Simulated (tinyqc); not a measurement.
Pariser-Parr-Pople SCF with singles CI, for the molecule Nc1ccccc1 (SMILES; centres numbered as the heavy atoms are written), step by step. One step of it, computed by the program tinyqc.

Question. Singles CI, singlets. Over the 4 single excitations with the smallest orbital gaps: A = (e_a - e_i) delta + 2 (ia|jb) - (ij|ab), with (pq|rs) = sum c_mp c_mq gamma_mn c_nr c_ns. f = 2/3 w |mu|^2 in atomic units, mu = sqrt2 sum c_ia sum_m c_mi c_ma R_m.

orbital energies (eV): -15.050872  -12.275243  -11.096663  -8.148364  0.239492  0.593343  3.495119

coefficients:
```
         MO1        MO2        MO3        MO4        MO5        MO6        MO7
1N  0.311635  -0.386537   0.000000   0.681129   0.000000  -0.487012   0.228812
2C  0.623466  -0.414428   0.000000  -0.003168   0.000000   0.548460  -0.372453
3C  0.399216   0.034464   0.530409  -0.416112  -0.467618  -0.182547   0.364645
4C  0.269015   0.407324   0.467618   0.046461   0.530409  -0.284678  -0.422513
5C  0.225140   0.587058   0.000000   0.430624   0.000000   0.482992   0.431227
6C  0.269015   0.407324  -0.467618   0.046461  -0.530409  -0.284678  -0.422513
7C  0.399216   0.034464  -0.530409  -0.416112   0.467618  -0.182547   0.364645
```

repulsion gamma_rs (eV), lower triangle:
```
           1N         2C         3C         4C         5C         6C         7C
1N  18.130000
2C   8.342937  10.400000
3C   5.482681   7.314075  10.400000
4C   3.750886   5.157219   7.313078  10.400000
5C   3.333558   4.609907   5.157219   7.314075  10.400000
6C   3.750886   5.157219   4.610905   5.158268   7.314075  10.400000
7C   5.482681   7.314075   5.158268   4.610905   5.157219   7.313078  10.400000
```

Centres (angstrom, eV; a flat drawing with bonds scaled to 1.40 angstrom):

| centre | x | y | core charge z | W | gamma_rr |
|---|---|---|---|---|---|
| 1N | 2.400000 | 0.000000 | 2 | 23.090000 | 18.130000 |
| 2C | 1.000000 | 0.000000 | 1 | 11.560000 | 10.400000 |
| 3C | 0.300000 | 1.212000 | 1 | 11.560000 | 10.400000 |
| 4C | -1.100000 | 1.212000 | 1 | 11.560000 | 10.400000 |
| 5C | -1.800000 | 0.000000 | 1 | 11.560000 | 10.400000 |
| 6C | -1.100000 | -1.212000 | 1 | 11.560000 | 10.400000 |
| 7C | 0.300000 | -1.212000 | 1 | 11.560000 | 10.400000 |

Give: singlet CI matrix; singlet excitation energies; oscillator strengths.

Answer.

singlet CI matrix (eV), lower triangle:
```
       4>5    4>6    3>5    4>7
4>5  3.655
4>6  0.000  5.232
3>5  0.000  0.739  6.268
4>7  0.000  0.118  0.013  6.786
```

singlet excitation energies (eV): 3.655  4.842  6.627  6.818

oscillator strengths: 0.181  0.363  1.223  0.244
